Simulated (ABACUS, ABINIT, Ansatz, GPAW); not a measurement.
**One calculation of AlCu3, 5 ways**

```xyz
4
Lattice="0.0000 2.8880 2.8880 2.8880 0.0000 2.8880 2.8880 2.8880 0.0000" Properties=species:S:1:pos:R:3 pbc="T T T"
Cu    4.3320    4.3320    4.3320
Cu    1.4440    1.4440    1.4440
Cu    2.8880    2.8880    2.8880
Al    0.0000    0.0000    0.0000
```

The cell comes from a database or a generator and needn't be the stable form of this composition.

Alike in all runs: task single point; functional PBEsol; k mesh 8 × 8 × 8; occupations fermi-dirac, width 0.05 eV; no spin polarisation; no spin-orbit coupling. Pressure is positive in compression and, in plane waves, holds the error of the finite cutoff, which Ansatz's Pulay term estimates and takes out.

```csv
program and potentials,plane-wave cutoff (eV),notes,band gap (eV),pressure (GPa)
"Ansatz, Ansatz PAW",420,"potentials made for PBE, which Ansatz adapts in part; 15 valence electrons an atom on average; Pulay term of +0.10 GPa included",no gap,-0.76
"ABINIT, PseudoDojo NC SR PBEsol v0.4.1 standard",1252,15 valence electrons an atom on average,no gap,-1.02
"ABACUS, PseudoDojo NC SR 0.4.1 PBEsol standard, plane waves",1252,15 valence electrons an atom on average,no gap,-1.00
"Ansatz, all-electron LAPW, scalar-relativistic",-,-,no gap,-0.77
"GPAW, PAW data sets generated for this functional",600,9 valence electrons an atom on average; this data set often lies off other programs,no gap,0.70
```

None finds a gap. The pressure spans -1.02 (ABINIT, PseudoDojo NC SR PBEsol v0.4.1 standard) to 0.70 GPa (GPAW, PAW data sets generated for this functional), with all-electron results at -0.77.

The functional is the same throughout but for its coding, so the spread measures potentials, basis and numerics; runs on potential files found faulty are left out.
